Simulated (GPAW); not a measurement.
# AlN (F-43m) in GPAW: further runs

The runs below take AlN through equation of state, with BLYP+D4, PBEsol+D3(BJ), RPBE+D3(BJ).

Everything below comes from runs of GPAW 26.7.0. Logs are shortened: lines on timing, memory, paths and dates and some standing lists are left out, and cuts for length are marked. The log counts tension as positive stress, the text compression.

## 1. Starting point

Symmetry: F-43m, No. 216, cubic system. Conventional cell: a = 4.368 Å, b = 4.368 Å, c = 4.368 Å, α = 90.00°, β = 90.00°, γ = 90.00°. Al (site symmetry -43m) is surrounded by 4 N at 1.89 Å. N (site symmetry -43m) has 4 Al at 1.89 Å as nearest neighbours.

Measurements of this composition are mostly on another form, of space group No. 186.

## 2. Equation of state, BLYP+D4

Contents of run.py:

```python
from ase.calculators.mixing import SumCalculator
from ase.eos import EquationOfState
from ase.io import Trajectory, read
from ase.units import GPa
from dftd4.ase import DFTD4
from gpaw import GPAW, PW, setup_paths

setup_paths.insert(0, '.')

atoms = read('AlN.cif')

traj = Trajectory('eos.traj', 'w')
volumes, energies = [], []
for x in [0.94, 0.96, 0.98, 1.0, 1.02, 1.04, 1.06]:
    a = atoms.copy()
    a.set_cell(atoms.cell * x**(1 / 3), scale_atoms=True)
    calc = GPAW(mode=PW(800),
                xc='BLYP',
                kpts={'size': (10, 10, 10), 'gamma': True},
                occupations={'name': 'fermi-dirac', 'width': 0.05},
                nbands=11,
                convergence={'density': 1e-05, 'energy': 1e-05},
                eigensolver='davidson',
                maxiter=150,
                txt=f'eos-{x:.2f}.txt')
    a.calc = SumCalculator([calc, DFTD4(method='blyp')])
    energies.append(a.get_potential_energy())
    volumes.append(a.get_volume())
    p = -a.get_stress()[:3].mean() / GPa
    calc.write(f'eos-{x:.2f}.gpw')
    traj.write(a)
    print(f'{x:.2f} {volumes[-1]:10.4f} A^3 {energies[-1]:14.6f} eV {p:9.3f} GPa', flush=True)

v0, e0, B = EquationOfState(volumes, energies, eos='birchmurnaghan').fit()
print(f'V0 = {v0:.4f} A^3, E0 = {e0:.6f} eV, B0 = {B / GPa:.2f} GPa')
```

Contents of AlN.cif:

```cif
data_AlN
_cell_length_a 3.08863331
_cell_length_b 3.08863331
_cell_length_c 3.08863331
_cell_angle_alpha 60.00000000
_cell_angle_beta 60.00000000
_cell_angle_gamma 60.00000000
_space_group_name_H-M_alt 'P1'
_space_group_name_Hall 'P 1'
_space_group_IT_number 1
loop_
_space_group_symop_operation_xyz
'x,y,z'
loop_
_atom_site_label
_atom_site_type_symbol
_atom_site_symmetry_multiplicity
_atom_site_Wyckoff_symbol
_atom_site_fract_x
_atom_site_fract_y
_atom_site_fract_z
_atom_site_occupancy
Al1 Al 1 a 0.0000000000 0.0000000000 0.0000000000 1
N1 N 1 a 0.2500000000 0.2500000000 0.2500000000 1
```

Potentials or basis: PAW data sets generated in the run's folder for this functional, pw.

Command:

```bash
$ gpaw-setup -f BLYP Al N
$ OMP_NUM_THREADS=1 python run.py
```

The program printed:

```text
__  _  _
 | _ |_)|_||  |
 |__||  | ||/\| - 26.7.0

Input parameters:
  mode=PW(ecut=800.0),
  convergence={'density': 1e-05, 'energy': 1e-05},
  eigensolver=Davidson(niter=2),
  kpts=MonkhorstPack(size=(10, 10, 10), gamma=True),
  maxiter=150,
  nbands=11,
  occupations=Occupations(name='fermi-dirac', width=0.05),
  xc=XC(name='BLYP')

Diagonalizing LCAO Hamiltonian
Converting LCAO to pw mode

            N
       Al

Atoms  # Å, Bohr magnetons
|   | symbol |        x |        y |        z |    initial magnetic moments |
|---|--------|----------|----------|----------|-----------------------------|
| 0 |     Al | 0.000000 | 0.000000 | 0.000000 | ( 0.0000,  0.0000,  0.0000) |
| 1 |      N | 1.512791 | 0.873410 | 0.617594 | ( 0.0000,  0.0000,  0.0000) |

Unit cell  # Å
| periodic |        x |        y |        z |  lengths |    angles |
|----------|----------|----------|----------|----------|-----------|
|      yes | 3.025582 | 0.000000 | 0.000000 | 3.025582 | 60.000000 |
|      yes | 1.512791 | 2.620231 | 0.000000 | 3.025582 | 60.000000 |
|      yes | 1.512791 | 0.873410 | 2.470378 | 3.025582 | 60.000000 |

Number of symmetries: 24
Symmetry operations  # r_c * U_cc + t_c -> r_c
|    | kind |            matrix            |
|----|------|------------------------------|
|  0 |  E   |  1, 0, 0,  0, 1, 0,  0, 0, 1 |
|  1 |  σ   |  1, 0, 0,  0, 0, 1,  0, 1, 0 |
|  2 |  σ   |  1, 0,-1,  0, 1,-1,  0, 0,-1 |
|  3 |  C3  |  1, 0,-1,  0, 0,-1,  0, 1,-1 |
|  4 |  C3  |  1,-1, 0,  0,-1, 1,  0,-1, 0 |
|  5 |  σ   |  1,-1, 0,  0,-1, 0,  0,-1, 1 |
|  6 |  σ   |  0, 1, 0,  1, 0, 0,  0, 0, 1 |
|  7 |  C3  |  0, 1, 0,  0, 0, 1,  1, 0, 0 |
|  8 |  C2  |  0, 1,-1,  1, 0,-1,  0, 0,-1 |
|  9 |  S4  |  0, 1,-1,  0, 0,-1,  1, 0,-1 |
| 10 |  C3  |  0, 0, 1,  1, 0, 0,  0, 1, 0 |
| 11 |  σ   |  0, 0, 1,  0, 1, 0,  1, 0, 0 |
| 12 |  S4  |  0, 0,-1,  1, 0,-1,  0, 1,-1 |
| 13 |  C3  |  0, 0,-1,  0, 1,-1,  1, 0,-1 |
| 14 |  S4  |  0,-1, 1,  1,-1, 0,  0,-1, 0 |
| 15 |  C2  |  0,-1, 1,  0,-1, 0,  1,-1, 0 |
| 16 |  C3  |  0,-1, 0,  1,-1, 0,  0,-1, 1 |
| 17 |  S4  |  0,-1, 0,  0,-1, 1,  1,-1, 0 |
| 18 |  S4  | -1, 1, 0, -1, 0, 1, -1, 0, 0 |
| 19 |  C3  | -1, 1, 0, -1, 0, 0, -1, 0, 1 |
| 20 |  C3  | -1, 0, 1, -1, 1, 0, -1, 0, 0 |
| 21 |  S4  | -1, 0, 1, -1, 0, 0, -1, 1, 0 |
| 22 |  σ   | -1, 0, 0, -1, 1, 0, -1, 0, 1 |
| 23 |  C2  | -1, 0, 0, -1, 0, 1, -1, 1, 0 |

BZ-sampling:
  Number of BZ points: 1000
  Number of IBZ points: 47

  Monkhorst-Pack size: [10, 10, 10]
  Monkhorst-Pack shift: [0.05, 0.05, 0.05]

K-points  # in reciprocal-cell coordinates
|     |                                coordinates |     weight |
|-----|--------------------------------------------|------------|
|   0 | (  0.00000000,   0.00000000,   0.00000000) | 0.00100000 |
|   1 | (  0.10000000,   0.10000000,   0.00000000) | 0.00600000 |
|   2 | (  0.10000000,   0.10000000,   0.10000000) | 0.00800000 |
|   3 | (  0.20000000,   0.10000000,   0.10000000) | 0.01200000 |
|   4 | (  0.20000000,   0.20000000,   0.00000000) | 0.00600000 |
|   5 | (  0.20000000,   0.20000000,   0.10000000) | 0.02400000 |
|   6 | (  0.20000000,   0.20000000,   0.20000000) | 0.00800000 |
|   7 | (  0.30000000,   0.20000000,   0.10000000) | 0.02400000 |
|   8 | (  0.30000000,   0.20000000,   0.20000000) | 0.02400000 |
|   9 | (  0.30000000,   0.30000000,   0.00000000) | 0.00600000 |
| ... |                                            |            |
|  46 | (  0.50000000,   0.50000000,   0.50000000) | 0.00400000 |

Plane wave coefficients: 1020
Cutoff: 800.0 eV

Spin-components: 1 (collinear spins)
Bands:           11
Projectors:      10
Spin-degeneracy: 2
Datatype:        complex128

Parallelization:
  kpt:    1
  domain: 1
  band:   1

Density:
  Valence electrons: 8.0
  Components: 1
  Grid points: [20 20 20]
  Charge: 0.0  # |e|

Potential:
  Grid points: [20 20 20]

species:
  Al:
    name:    Aluminium
    Z:       13.0
    valence: 3
    core:    10
    charge:  0.0  # [|e|]
    compensation charges:
      type: gauss
      rc: 0.34  # [Å]
      lmax: 2
    cutoffs:
      filter: 1.91  # [Å]
      core: 2.36  # [Å]
    projectors
    | kind |    occ | energy [eV] | rcut [Å] |
    |------|--------|-------------|----------|
    |   3s |  2.000 |      -7.631 |    1.085 |
    |   3p |  1.000 |      -2.564 |    1.085 |
    |    s |        |      19.581 |    1.085 |
    |    p |        |      24.648 |    1.085 |
    |    d |        |       0.000 |    1.085 |

    Using partial waves for Al as LCAO basis

  N:
    name:    Nitrogen
    Z:       7.0
    valence: 5
    core:    2
    charge:  0.0  # [|e|]
    compensation charges:
      type: gauss
      rc: 0.18  # [Å]
      lmax: 2
    cutoffs:
      filter: 1.11  # [Å]
      core: 0.96  # [Å]
    projectors
    | kind |    occ | energy [eV] | rcut [Å] |
    |------|--------|-------------|----------|
    |   2s |  2.000 |     -18.447 |    0.603 |
    |   2p |  3.000 |      -7.063 |    0.529 |
    |    s |        |       8.764 |    0.603 |
    |    p |        |      20.148 |    0.529 |
    |    d |        |       0.000 |    0.577 |

    Using partial waves for N as LCAO basis

Reference energy: -8091.030184  # eV

eigensolver:
  Davidson
  Converge bands: occupied
  niter=2

density mixing:
  MSR1-Mixer
  Pratt-step length: 0.05
  Maximum mixing coefficient: 0.75
  Old densities: 10
  SVD Regularization: 0.005
  Good broyden scale: 1.0
  Trust region scale: 1.0
  Backstep threshold: 4.0
  History deletion threshold: 6.0
  Fourier metric: weight=20.0, sigma=0.015

occupation numbers:
  Fermi-Dirac:
    width: 0.0500  # eV

poisson solver:
  ecut: 6400.0  # eV

xc functional:
  name: BLYP with 2 nearest neighbor stencil

convergence criteria:
- Maximum integral of absolute [dens]ity change: 1e-05 electrons / valence electron
- Maximum [total energy] change in last 3 cyles: 1e-05 eV / valence electron
- Maximum integral of absolute [eigenst]ate change: 4e-08 eV^2 / valence electron
maximum number of iterations: 150

SCF iterations
|iter     | |      energy | eigst |  dens |
|---------|-|-------------|-------|-------|
|iter:   1| |  -16.326241 | -0.25 |       |
|iter:   2| |  -15.675471 | -1.98 | -0.52 |
|iter:   3| |  -13.726189 | -0.89 | -0.57 |
|iter:   4| |  -13.725757 | -2.69 | -1.22 |
|iter:   5| |  -13.729702 | -3.50 | -1.53 |
|iter:   6| |  -13.729748 | -5.04 | -2.73 |
|iter:   7| |  -13.729768c| -5.91 | -3.07 |
|iter:   8| |  -13.729768c| -7.95c| -4.17 |
|iter:   9| |  -13.729768c| -8.89c| -4.67 |
|iter:  10| |  -13.729768c|-10.37c| -5.58c|

Converged in 10 steps
Energy contributions relative to reference atoms: (reference = -8091.030184)

Energy contributions:
  Kinetic:          25.329771
  Coulomb:         -21.004486
  Zero:              0.073141
  External:          0.000000
  Xc:              -18.128193
  Entropy:          -0.000000
  Spinorbit:         0.000000
  ----------------------------
  Free energy:     -13.729768
  Extrapolated:    -13.729768

dipole moment: (-11.950776, -6.899784, -4.878884)  # |e|*Ang

Fermi level: 7.982
Eigenvalues  # (at kpt = [0.000, 0.000, 0.000])
| band index |      eig [eV] | occ [0-2] |
|------------|---------------|-----------|
|          0 |        -8.264 |     2.000 |
|          1 |         6.980 |     2.000 |
|          2 |         6.980 |     2.000 |
|          3 |         6.980 |     2.000 |
|          4 |        12.098 |     0.000 |
|          5 |        20.273 |     0.000 |
|          6 |        20.273 |     0.000 |
|          7 |        20.273 |     0.000 |
|          8 |        25.300 |     0.000 |
|          9 |        26.099 |     0.000 |
|         10 |        27.053 |     0.000 |

Gap: 3.722 eV
Transition (v -> c):
  (s=0, k=0, n=3, [0.00, 0.00, 0.00]) -> (s=0, k=41, n=4, [0.50, 0.50, 0.00])
Direct/indirect transitions are different
Direct gap: 5.117 eV
Transition at: (s=0, k=0, n=3, [0.00, 0.00, 0.00])

Stress tensor  # eV/Ang^3
|         x |         y |         z |
|-----------|-----------|-----------|
| -0.146968 | -0.000000 |  0.000000 |
| -0.000000 | -0.146968 | -0.000000 |
| -0.000000 | -0.000000 | -0.146968 |

# Writing to eos-0.94.gpw (mode='')
```

It took 90 s on 1 thread of Arm Neoverse V1, shared host; peak memory 0.22 GiB.

What came out:

```yaml
Equilibrium_volume: 10.36 Å³/atom
Bulk_modulus: 207 GPa
Pressure_derivative_of_the_bulk_modulus: "5.3 (rough: it moves with the points fitted)"
```

Energy against volume, from the lowest point:
| volume (Å³/atom) | energy (meV/atom) |
| --- | --- |
| 9.792 | 22.51 |
| 10.001 | 8.64 |
| 10.209 | 0.92 |
| 10.417 | 0.00 |
| 10.626 | 3.70 |
| 10.834 | 12.12 |
| 11.042 | 24.76 |

## 3. Equation of state, PBEsol+D3(BJ)

run.py: that of step 2 with these lines changed.

```diff
@@ -2,5 +2,6 @@
 from ase.eos import EquationOfState
-from ase.io import Trajectory, read
+from ase.io import Trajectory
+from ase.spacegroup import crystal
 from ase.units import GPa
-from dftd4.ase import DFTD4
+from dftd3.ase import DFTD3
 from gpaw import GPAW, PW, setup_paths
@@ -9,3 +10,10 @@
 
-atoms = read('AlN.cif')
+# Al 4a
+# N 4d
+atoms = crystal(['Al', 'N'],
+                basis=[[0.0, 0.0, 0.0],
+                       [0.25, 0.25, 0.75]],
+                spacegroup=216, setting=1,  # F-43m
+                cellpar=[4.36798712, 4.36798712, 4.36798712, 90.0, 90.0, 90.0],
+                primitive_cell=True)
 
@@ -17,3 +25,3 @@
     calc = GPAW(mode=PW(800),
-                xc='BLYP',
+                xc='PBEsol',
                 kpts={'size': (10, 10, 10), 'gamma': True},
@@ -22,6 +30,5 @@
                 convergence={'density': 1e-05, 'energy': 1e-05},
-                eigensolver='davidson',
                 maxiter=150,
                 txt=f'eos-{x:.2f}.txt')
-    a.calc = SumCalculator([calc, DFTD4(method='blyp')])
+    a.calc = SumCalculator([calc, DFTD3(method='pbesol', damping='d3bj')])
     energies.append(a.get_potential_energy())
```

Potentials or basis: PAW data sets generated in the run's folder for this functional, pw.

Command:

```bash
$ gpaw-setup -f PBEsol Al N
$ OMP_NUM_THREADS=1 python run.py
```

Wall time 80 s (1 thread of Arm Neoverse V1, shared host); peak memory 0.23 GiB.

Results (log left out):

```
Equilibrium volume                      : 10.38 Å³/atom
Bulk modulus                            : 207 GPa
Pressure derivative of the bulk modulus : 4.0 (rough: it moves with the points fitted)
```

Energy against volume, from the lowest point:
| volume (Å³/atom) | energy (meV/atom) |
| --- | --- |
| 9.792 | 24.09 |
| 10.001 | 9.78 |
| 10.209 | 1.96 |
| 10.417 | 0.00 |
| 10.626 | 3.47 |
| 10.834 | 11.73 |
| 11.042 | 24.29 |

## 4. Equation of state, RPBE+D3(BJ)

Contents of run.py:

```python
from ase.calculators.mixing import SumCalculator
from ase.eos import EquationOfState
from ase.io import Trajectory, read
from ase.units import GPa
from dftd3.ase import DFTD3
from gpaw import GPAW, PW

atoms = read('AlN.xyz')

traj = Trajectory('eos.traj', 'w')
volumes, energies = [], []
for x in [0.94, 0.96, 0.98, 1.0, 1.02, 1.04, 1.06]:
    a = atoms.copy()
    a.set_cell(atoms.cell * x**(1 / 3), scale_atoms=True)
    calc = GPAW(mode=PW(800),
                xc='RPBE',
                kpts={'size': (10, 10, 10), 'gamma': True},
                occupations={'name': 'fermi-dirac', 'width': 0.05},
                nbands=11,
                convergence={'density': 1e-05, 'energy': 1e-05},
                maxiter=150,
                txt=f'eos-{x:.2f}.txt')
    a.calc = SumCalculator([calc, DFTD3(method='rpbe', damping='d3bj')])
    energies.append(a.get_potential_energy())
    volumes.append(a.get_volume())
    p = -a.get_stress()[:3].mean() / GPa
    calc.write(f'eos-{x:.2f}.gpw')
    traj.write(a)
    print(f'{x:.2f} {volumes[-1]:10.4f} A^3 {energies[-1]:14.6f} eV {p:9.3f} GPa', flush=True)

v0, e0, B = EquationOfState(volumes, energies, eos='birchmurnaghan').fit()
print(f'V0 = {v0:.4f} A^3, E0 = {e0:.6f} eV, B0 = {B / GPa:.2f} GPa')
```

Contents of AlN.xyz:

```xyz
2
Lattice="0.0000000000 2.1839935596 2.1839935596 2.1839935596 0.0000000000 2.1839935596 2.1839935596 2.1839935596 0.0000000000" Properties=species:S:1:pos:R:3 pbc="T T T"
Al     0.0000000000      0.0000000000      0.0000000000
N      1.0919967798      1.0919967798      1.0919967798
```

Potentials or basis: the program's PAW data sets (release 1.2.1) made for this functional, pw.

Command:

```bash
$ OMP_NUM_THREADS=1 python run.py
```

Run time: 86 s. Hardware: 1 thread of Arm Neoverse V1, shared host; peak memory 0.22 GiB.

Results (log left out):

```yaml
Equilibrium_volume: 9.88 Å³/atom
Bulk_modulus: 230 GPa
Pressure_derivative_of_the_bulk_modulus: "4.1 (rough: it moves with the points fitted)"
```

Energy against volume, from the lowest point:
| volume (Å³/atom) | energy (meV/atom) |
| --- | --- |
| 9.792 | 0.00 |
| 10.001 | 0.58 |
| 10.209 | 6.98 |
| 10.417 | 18.74 |
| 10.626 | 35.38 |
| 10.834 | 56.30 |
| 11.042 | 81.02 |

## 5. Overview

```csv
level,potentials or basis,eigensolver,V0 of scaled cells (Å³/atom),B0 (GPa)
BLYP+D4,"PAW data sets generated in the run's folder for this functional, pw",davidson,10.36,207
PBEsol+D3(BJ),"PAW data sets generated in the run's folder for this functional, pw",-,10.38,207
RPBE+D3(BJ),"the program's PAW data sets (release 1.2.1) made for this functional, pw",-,9.88,230
```

Alike in all rows: task equation of state; no spin polarisation; cell as given; k mesh 10 × 10 × 10; cutoff (eV) 800; smearing fermi-dirac 0.05 eV.

Total energies depend on the potentials used, so only differences within one code and one set of settings carry meaning.
